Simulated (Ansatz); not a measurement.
# Ni

```
CELL_PARAMETERS angstrom
0.00000 1.76795 1.76795
1.76795 0.00000 1.76795
1.76795 1.76795 0.00000
ATOMIC_POSITIONS crystal
Ni 0.00000 0.00000 0.00000
```

The conventional cell has a = 3.536 Å, b = 3.536 Å, c = 3.536 Å, α = 90.00°, β = 90.00°, γ = 90.00°. Ni (atom 1) has 12 Ni at 2.50 Å as nearest neighbours.

The geometry is COD entry 2100640, unchecked; take it as a test cell.

Levels of theory: DFT, PBE, all-electron LAPW, scalar-relativistic (Ansatz 0.2.0); DFT, PBE, all-electron PAW with datasets made for the crystal, scalar-relativistic (Ansatz 0.2.0).

For LAPW: a Γ-centred 20×20×20 k mesh, Fermi–Dirac smearing of 0.05 eV, basis error target 0.25 meV/atom, spin-polarised from start moments Ni 1.5 μB. The crystal-made all-electron datasets (AE datasets) take a cutoff of 320 eV at this cell. The Ansatz runs share mesh, smearing and spin set-up. Values come from LAPW unless marked.

```
Moment of the cell                               : 0.64 μB
Band gap                                         : none: bands cross the Fermi level, a metal
Contact hyperfine fields (crystal-made datasets) : Ni -11.0 T, core polarisation included, positive along the moment of the spin-up electrons
Volume per atom                                  : 74.6 bohr³
```

Problem. Pressure at this cell: what does the calculation give?

Solution. -2.83 GPa.

Problem. Moments in the spheres: what does the calculation give?

Solution. Ni 0.67 μB.

Problem. Give the computed value. Density of states at the Fermi level (0.2 eV bin).

Solution. 1.72 states/eV per cell.
